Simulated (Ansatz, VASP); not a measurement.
# TePb in two plane-wave programs

One calculation is typed for both programs; each brings its own data sets and cutoff. How far apart do they land?

Method: plane waves, with VASP 6.6.1 beside it; single point at LDA, in Ansatz 0.2.0.

## 1. Set-up

The structure is cubic, space group Fm-3m (No. 225). Conventional cell: a = 6.462 Å, b = 6.462 Å, c = 6.462 Å, α = 90.00°, β = 90.00°, γ = 90.00°. Pb has 6 Te at 3.23 Å nearest. Te has 6 Pb at 3.23 Å nearest. Farther neighbours and most contacts between anions are not listed.

Coordinates:

```cif
data_structure
_symmetry_space_group_name_H-M 'Fm-3m'
_symmetry_Int_Tables_number 225
_cell_length_a 6.4620
_cell_length_b 6.4620
_cell_length_c 6.4620
_cell_angle_alpha 90.000
_cell_angle_beta 90.000
_cell_angle_gamma 90.000
_cell_volume 269.84
loop_
_atom_site_label
_atom_site_type_symbol
_atom_site_symmetry_multiplicity
_atom_site_Wyckoff_symbol
_atom_site_fract_x
_atom_site_fract_y
_atom_site_fract_z
_atom_site_occupancy
Pb1 Pb 4 a 0.00000 0.00000 0.00000 1
Te1 Te 4 b 0.00000 0.00000 0.50000 1
```

## 2. VASP: single point, LDA

With cell and atoms fixed, the geometry can't cause a difference; cores, projectors, grids and the points listed under the comparison can.

Lines of VASP's logs that name or quote its potential files are left out, and so is its time.

Contents of INCAR:

```
SYSTEM = TePb
PREC = Accurate
ENCUT = 400
EDIFF = 1E-06
NELM = 100
ISMEAR = 0
SIGMA = 0.05
LREAL = .FALSE.
ALGO = Normal
GGA = CA
NBANDS = 99
LWAVE = .FALSE.
LCHARG = .FALSE.
NCORE = 8
ICORELEVEL = 1
```

Contents of POSCAR:

```
TePb
1.0
    0.0000000000      6.4620000000      6.4620000000
    6.4620000000      0.0000000000      6.4620000000
    6.4620000000      6.4620000000      0.0000000000
Pb Pb Te
1 7 8
Direct
    0.0000000000      0.0000000000      0.0000000000
    0.0000000000      0.0000000000      0.5000000000
    0.0000000000      0.5000000000      0.0000000000
    0.0000000000      0.5000000000      0.5000000000
    0.5000000000      0.0000000000      0.0000000000
    0.5000000000      0.0000000000      0.5000000000
    0.5000000000      0.5000000000      0.0000000000
    0.5000000000      0.5000000000      0.5000000000
    0.2500000000      0.2500000000      0.2500000000
    0.2500000000      0.2500000000      0.7500000000
    0.2500000000      0.7500000000      0.2500000000
    0.2500000000      0.7500000000      0.7500000000
    0.7500000000      0.2500000000      0.2500000000
    0.7500000000      0.2500000000      0.7500000000
    0.7500000000      0.7500000000      0.2500000000
    0.7500000000      0.7500000000      0.7500000000
```

Contents of KPOINTS:

```
Automatic mesh
0
Gamma
2 2 2
0 0 0
```

The projector-augmented-wave data sets are Pb_d, Pb_d and Te (PBE family, release 64).

Command:

```sh
> mpirun -np 8 vasp_std
```

Numbers of over 12 decimals in the logs are rounded to 6 here.

Log:

```text
[banner, memory and clock lines left out]
running    8 mpi-ranks, on    1 nodes
 distrk:  each k-point on    8 cores,    1 groups
 distr:  one band on    8 cores,    1 groups

 POSCAR found type information on POSCAR PbPbTe
 POSCAR found :  3 types and      16 ions
|                                                                             |
|           W    W    AA    RRRRR   N    N  II  N    N   GGGG   !!!           |
|           W    W   A  A   R    R  NN   N  II  NN   N  G    G  !!!           |
|           W    W  A    A  R    R  N N  N  II  N N  N  G       !!!           |
|           W WW W  AAAAAA  RRRRR   N  N N  II  N  N N  G  GGG   !            |
|           WW  WW  A    A  R   R   N   NN  II  N   NN  G    G                |
|           W    W  A    A  R    R  N    N  II  N    N   GGGG   !!!           |
|                                                                             |
|     For optimal performance we recommend to set                             |
|       NCORE = 2 up to number-of-cores-per-socket                            |
|     NCORE specifies how many cores store one orbital (NPAR=cpu/NCORE).      |
|     This setting can greatly improve the performance of VASP for DFT.       |
|     The default, NCORE=1 might be grossly inefficient on modern             |
|     multi-core architectures or massively parallel machines. Do your        |
|     Unfortunately you need to use the default for GW and RPA                |
|     calculations (for HF NCORE is supported but not extensively tested      |
|     yet).                                                                   |
|                                                                             |

|                                                                             |
|               ----> ADVICE to this user running VASP <----                  |
|                                                                             |
|     You enforced a specific xc type in the INCAR file but a different       |
|     [... a line on the potential file left out ...]
|     I HOPE YOU KNOW WHAT YOU ARE DOING!                                     |
|                                                                             |

 LDA part: xc-table for (Slater(with rela. corr.)+CA(PZ))
 , standard interpolation
 POSCAR, INCAR and KPOINTS ok, starting setup
 FFT: planning ... GRIDC
 FFT: planning ... GRID_SOFT
 FFT: planning ... GRID
 WAVECAR not read
 entering main loop
       N       E                     dE             d eps       ncg     rms          rms(c)
DAV:   1     0.161435239009E+04    0.16144E+04   -0.59054E+04   594   0.133E+03
DAV:   2     0.141161468591E+03   -0.14732E+04   -0.14229E+04   618   0.399E+02
DAV:   3    -0.580555594417E+02   -0.19922E+03   -0.19047E+03   713   0.179E+02
DAV:   4    -0.709276684716E+02   -0.12872E+02   -0.12717E+02   708   0.475E+01
DAV:   5    -0.715985265200E+02   -0.67086E+00   -0.67047E+00   780   0.980E+00    0.941E+00
DAV:   6    -0.704229086069E+02    0.11756E+01   -0.21600E+00   721   0.644E+00    0.650E+00
DAV:   7    -0.703811321366E+02    0.41776E-01   -0.96446E-01   788   0.337E+00    0.195E+00
DAV:   8    -0.703677446345E+02    0.13388E-01   -0.10718E-01   702   0.146E+00    0.105E+00
DAV:   9    -0.703683111661E+02   -0.56653E-03   -0.99844E-03   732   0.369E-01    0.212E-01
DAV:  10    -0.703677514869E+02    0.55968E-03   -0.12728E-03   833   0.189E-01    0.839E-02
DAV:  11    -0.703677733960E+02   -0.21909E-04   -0.10313E-03   748   0.146E-01    0.682E-02
DAV:  12    -0.703677414136E+02    0.31982E-04   -0.12952E-04   716   0.527E-02    0.454E-02
DAV:  13    -0.703677400415E+02    0.13721E-05   -0.12702E-05   572   0.131E-02    0.135E-02
DAV:  14    -0.703677390189E+02    0.10225E-05   -0.18971E-06   420   0.850E-03    0.229E-03
DAV:  15    -0.703677390484E+02   -0.29486E-07   -0.22235E-06   396   0.445E-03
   1 F= -.70367739E+02 E0= -.70367739E+02  d E =-.564600E-15
```

From OUTCAR (step 2):

```text
ion  position               nearest neighbor table
   1  0.000  0.000  0.000-  10 3.23  11 3.23  12 3.23  13 3.23  14 3.23  15 3.23
   2  0.000  0.000  0.500-   9 3.23  11 3.23  12 3.23  13 3.23  14 3.23  16 3.23
   3  0.000  0.500  0.000-   9 3.23  10 3.23  12 3.23  13 3.23  15 3.23  16 3.23
   4  0.000  0.500  0.500-   9 3.23  10 3.23  11 3.23  14 3.23  15 3.23  16 3.23
   5  0.500  0.000  0.000-   9 3.23  10 3.23  11 3.23  14 3.23  15 3.23  16 3.23
   6  0.500  0.000  0.500-   9 3.23  10 3.23  12 3.23  13 3.23  15 3.23  16 3.23
   7  0.500  0.500  0.000-   9 3.23  11 3.23  12 3.23  13 3.23  14 3.23  16 3.23
   8  0.500  0.500  0.500-  10 3.23  11 3.23  12 3.23  13 3.23  14 3.23  15 3.23
   9  0.250  0.250  0.250-   2 3.23   3 3.23   4 3.23   5 3.23   6 3.23   7 3.23
  10  0.250  0.250  0.750-   1 3.23   3 3.23   4 3.23   5 3.23   6 3.23   8 3.23
  11  0.250  0.750  0.250-   1 3.23   2 3.23   4 3.23   5 3.23   7 3.23   8 3.23
  12  0.250  0.750  0.750-   1 3.23   2 3.23   3 3.23   6 3.23   7 3.23   8 3.23
  13  0.750  0.250  0.250-   1 3.23   2 3.23   3 3.23   6 3.23   7 3.23   8 3.23
  14  0.750  0.250  0.750-   1 3.23   2 3.23   4 3.23   5 3.23   7 3.23   8 3.23
  15  0.750  0.750  0.250-   1 3.23   3 3.23   4 3.23   5 3.23   6 3.23   8 3.23
  16  0.750  0.750  0.750-   2 3.23   3 3.23   4 3.23   5 3.23   6 3.23   7 3.23

  LATTYP: Found a face centered cubic cell.
 ALAT       =    12.9240000000

 Subroutine GETGRP returns: Found 48 space group operations
 (whereof 48 operations were pure point group operations)

The static configuration has the point symmetry O_h .

 Found      3 irreducible k-points:

   k-points           NKPTS =      3   k-points in BZ     NKDIM =      3   number of bands    NBANDS=     99

   dimension x,y,z NGX =    60 NGY =   60 NGZ =   60
   dimension x,y,z NGXF=   120 NGYF=  120 NGZF=  120

   ENCUT  =  400.0 eV  29.40 Ry    5.42 a.u.  14.90 14.90 14.90*2*pi/ulx,y,z

   NELECT =     160.0000    total number of electrons

 k-points in reciprocal lattice and weights: Automatic mesh
   0.00000000  0.00000000  0.00000000       0.125
   0.50000000  0.00000000  0.00000000       0.500
   0.50000000  0.50000000  0.00000000       0.375

 the core state eigenenergies are
   1-  1s -88082.4552  2s -15743.9427  2p -13498.7079  3s  -3772.1473  3p  -3128.6842
       3d  -2473.7432  4s   -846.6067  4p   -635.8065  4d   -392.1882  4f   -123.2130
       5s   -134.2753  5p    -75.9355
   2-  1s -88082.4552  2s -15743.9427  2p -13498.7079  3s  -3772.1473  3p  -3128.6842
       3d  -2473.7432  4s   -846.6067  4p   -635.8065  4d   -392.1882  4f   -123.2130
       5s   -134.2753  5p    -75.9355
   3-  1s -88082.4552  2s -15743.9427  2p -13498.7079  3s  -3772.1473  3p  -3128.6842
       3d  -2473.7432  4s   -846.6067  4p   -635.8065  4d   -392.1882  4f   -123.2130
       5s   -134.2753  5p    -75.9355
   4-  1s -88082.4552  2s -15743.9427  2p -13498.7079  3s  -3772.1473  3p  -3128.6842
       3d  -2473.7432  4s   -846.6067  4p   -635.8065  4d   -392.1882  4f   -123.2130
       5s   -134.2753  5p    -75.9355
   5-  1s -88082.4552  2s -15743.9427  2p -13498.7079  3s  -3772.1473  3p  -3128.6842
       3d  -2473.7432  4s   -846.6067  4p   -635.8065  4d   -392.1882  4f   -123.2130
       5s   -134.2753  5p    -75.9355
   6-  1s -88082.4552  2s -15743.9427  2p -13498.7079  3s  -3772.1473  3p  -3128.6842
       3d  -2473.7432  4s   -846.6067  4p   -635.8065  4d   -392.1882  4f   -123.2130
       5s   -134.2753  5p    -75.9355
   7-  1s -88082.4552  2s -15743.9427  2p -13498.7079  3s  -3772.1473  3p  -3128.6842
       3d  -2473.7432  4s   -846.6067  4p   -635.8065  4d   -392.1882  4f   -123.2130
       5s   -134.2753  5p    -75.9355
   8-  1s -88082.4552  2s -15743.9427  2p -13498.7079  3s  -3772.1473  3p  -3128.6842
       3d  -2473.7432  4s   -846.6067  4p   -635.8065  4d   -392.1882  4f   -123.2130
       5s   -134.2753  5p    -75.9355
   9-  1s -31609.8355  2s  -4837.4171  2p  -4340.8126  3s   -953.6333  3p   -792.2909
       3d   -548.5410  4s   -153.1404  4p   -103.1814  4d    -30.5126
  10-  1s -31609.8356  2s  -4837.4171  2p  -4340.8126  3s   -953.6333  3p   -792.2909
       3d   -548.5410  4s   -153.1404  4p   -103.1814  4d    -30.5126
  11-  1s -31609.8356  2s  -4837.4171  2p  -4340.8126  3s   -953.6333  3p   -792.2909
       3d   -548.5410  4s   -153.1404  4p   -103.1814  4d    -30.5126
  12-  1s -31609.8356  2s  -4837.4171  2p  -4340.8126  3s   -953.6333  3p   -792.2909
       3d   -548.5410  4s   -153.1404  4p   -103.1814  4d    -30.5126
  13-  1s -31609.8356  2s  -4837.4171  2p  -4340.8126  3s   -953.6333  3p   -792.2909
       3d   -548.5410  4s   -153.1404  4p   -103.1814  4d    -30.5126
  14-  1s -31609.8356  2s  -4837.4171  2p  -4340.8126  3s   -953.6333  3p   -792.2909
       3d   -548.5410  4s   -153.1404  4p   -103.1814  4d    -30.5126
  15-  1s -31609.8356  2s  -4837.4171  2p  -4340.8126  3s   -953.6333  3p   -792.2909
       3d   -548.5410  4s   -153.1404  4p   -103.1814  4d    -30.5126
  16-  1s -31609.8355  2s  -4837.4171  2p  -4340.8126  3s   -953.6333  3p   -792.2909
       3d   -548.5410  4s   -153.1404  4p   -103.1814  4d    -30.5126

 E-fermi :   5.5993

 k-point     1 :       0.0000    0.0000    0.0000
  band No.  band energies     occupation
    ...
     76       4.4596      2.00000
     77       5.3216      2.00000
     78       5.3216      2.00000
     79       5.3216      2.00000
     80       5.3216      2.00000
     81       5.9567      0.00000
     82       5.9567      0.00000
     83       5.9567      0.00000
     84       5.9567      0.00000
     85       6.5211      0.00000
    ...

 k-point     2 :       0.5000    0.0000    0.0000
  band No.  band energies     occupation
    ...
     76       4.1487      2.00000
     77       4.1487      2.00000
     78       4.1487      2.00000
     79       4.6543      2.00000
     80       4.6543      2.00000
     81       7.3658      0.00000
     82       7.3658      0.00000
     83       7.7100      0.00000
     84       7.7100      0.00000
     85       7.7100      0.00000
    ...

 k-point     3 :       0.5000    0.5000    0.0000
  band No.  band energies     occupation
    ...
     76       4.6838      2.00000
     77       4.6838      2.00000
     78       4.6838      2.00000
     79       4.9832      2.00000
     80       4.9832      2.00000
     81       6.9059      0.00000
     82       6.9059      0.00000
     83       6.9292      0.00000
     84       6.9292      0.00000
     85       6.9292      0.00000
    ...

  Total       -5.2107687     -5.2107687     -5.2107687     -0.0000000      0.0000000      0.0000000
  in kB      -15.4696868    -15.4696868    -15.4696868     -0.0000000      0.0000000      0.0000000
  external PRESSURE =     -15.4696868 kB  Pullay stress =       0.0000000 kB

  energy-cutoff  :      400.00
  volume of cell :      539.67
      direct lattice vectors                 reciprocal lattice vectors
     0.000000000  6.462000000  6.462000000    -0.077375426  0.077375426  0.077375426
     6.462000000  0.000000000  6.462000000     0.077375426 -0.077375426  0.077375426
     6.462000000  6.462000000  0.000000000     0.077375426  0.077375426 -0.077375426

 POSITION                                       TOTAL-FORCE (eV/Angst)
 -----------------------------------------------------------------------------------
      0.00000      0.00000      0.00000         0.000000     -0.000000     -0.000000
      3.23100      3.23100      0.00000         0.000000     -0.000000     -0.000000
      3.23100      0.00000      3.23100         0.000000     -0.000000      0.000000
      6.46200      3.23100      3.23100         0.000000     -0.000000     -0.000000
      0.00000      3.23100      3.23100         0.000000     -0.000000     -0.000000
      3.23100      6.46200      3.23100         0.000000     -0.000000      0.000000
      3.23100      3.23100      6.46200         0.000000     -0.000000     -0.000000
      6.46200      6.46200      6.46200         0.000000     -0.000000     -0.000000
      3.23100      3.23100      3.23100         0.000000     -0.000000      0.000000
      6.46200      6.46200      3.23100         0.000000     -0.000000      0.000005
      6.46200      3.23100      6.46200         0.000000      0.000005      0.000000
      9.69300      6.46200      6.46200        -0.000005     -0.000000      0.000000
      3.23100      6.46200      6.46200         0.000005     -0.000000      0.000000
      6.46200      9.69300      6.46200         0.000000     -0.000005      0.000000
      6.46200      6.46200      9.69300         0.000000     -0.000000     -0.000005
      9.69300      9.69300      9.69300         0.000000     -0.000000      0.000000
 -----------------------------------------------------------------------------------
    total drift:                               -0.000000     -0.000000     -0.000000

  FREE ENERGIE OF THE ION-ELECTRON SYSTEM (eV)
  ---------------------------------------------------
  free  energy   TOTEN  =       -70.3677390484 eV

  energy  without entropy=      -70.3677390484  energy(sigma->0) =      -70.36773905
```

These are scalar-relativistic Kohn-Sham levels of the ground state, with no core hole, so they are not binding energies. The PAW data sets were made with PBE, though LDA sets exist; this is a small mismatch.

(Continued in part 2 of 2.)

[Lines on the potential files, build, host, timing and source positions are cut from VASP's logs without a mark.]

[Logs are printed without paths, hosts, clocks, repeated set-up lines and the standing remarks that a program may print on its own settings, such as how far it seeks lower states.]

[Hosts, paths, dates, database ids (printed as entryN), source tags and the programs' standing remarks are cut or masked in the printed files.]

[VASP's PBE data sets in a run with another functional are called a small mismatch above; for pressures it isn't always small: they can move by 1 GPa and more.]
